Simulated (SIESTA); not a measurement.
**Ti in SIESTA: convergence with real-space mesh cutoff**

Input of the first run (real-space mesh cutoff 100 Ry); the others differ in this setting and in those tied to it:

Contents of Ti.fdf:

```
SystemName                      Ti
SystemLabel                     Ti
NumberOfSpecies                 1
NumberOfAtoms                   5
%block ChemicalSpeciesLabel
  1  22 Ti
%endblock ChemicalSpeciesLabel

LatticeConstant                 1.0 Ang
%block LatticeVectors
     2.8708535316     0.0000000000     0.0000000000
    -1.4354267658     2.4862320889     0.0000000000
     0.0000000000     0.0000000000    24.3761683716
%endblock LatticeVectors
AtomicCoordinatesFormat         Fractional
%block AtomicCoordinatesAndAtomicSpecies
     0.6666666667     0.3333333333     0.3076775597  1  Ti
     0.3333333333     0.6666666667     0.4038387799  1  Ti
     0.0000000000     0.0000000000     0.5000000000  1  Ti
     0.6666666667     0.3333333333     0.5961612201  1  Ti
     0.3333333333     0.6666666667     0.6923224403  1  Ti
%endblock AtomicCoordinatesAndAtomicSpecies

%block kgrid.MonkhorstPack
    8   0   0  0.0
    0   8   0  0.0
    0   0   1  0.0
%endblock kgrid.MonkhorstPack
XC.Functional                   GGA
XC.Authors                      PBE
PAO.BasisSize                   DZP
PAO.EnergyShift                 0.003 Ry
Mesh.Cutoff                     100 Ry
OccupationFunction              FD
ElectronicTemperature           0.05 eV
Slab.DipoleCorrection           vacuum
MaxSCFIterations                120
SCF.MustConverge                false
SCF.Mixer.Method                Pulay
SCF.Mixer.Weight                0.25
SCF.Mixer.History               8
SCF.DM.Tolerance                5.0e-05
SCF.H.Tolerance                 1.0e-03 eV
WriteForces                     true
Charge.Mulliken                 end
%block PAO.Basis
  Ti 5
  n=3 0 2
    3.144 0.000
  n=4 0 2
    8.756 0.000
  n=3 1 2
    3.568 0.000
  n=4 1 1
    8.756
  n=3 2 2
    6.267 0.000
%endblock PAO.Basis
```

Potentials or basis: PseudoDojo 0.4 standard (PBE files), DZP (energy shift 0.003 Ry; two zetas on semicore shells).

Run with:

```console
$ siesta Ti.fdf > Ti.out 2>&1
```

The slab is cut from a database's or a generator's crystal, which needn't be the stable form of the element.

Hardware: 1 thread of Arm Neoverse V2, on a shared host.

```csv
real-space mesh cutoff,"energy less the tightest run, at zero smearing (meV/atom)",largest force (eV/Å),SCF cycles,CPU time (s),peak memory (GiB)
100 Ry,-14.53,0.525,24,26,0.17
150 Ry,-3.39,0.523,23,32,0.19
200 Ry,-0.99,0.525,24,45,0.22
300 Ry,-0.25,0.525,24,69,0.27
400 Ry,-0.19,0.525,25,81,0.3
500 Ry,-0.05,0.526,25,130,0.4
700 Ry,-0.03,0.525,26,170,0.49
900 Ry,0.00,0.525,25,250,0.7
```

Against the tightest run, the energy stays within 1 meV/atom from 200 Ry on; the largest force stays within 0.005 eV/Å from 100 Ry on. Values are those asked for, which the program may round to a finer grid. The tightest run that finished is the yardstick and may itself not be fully converged.
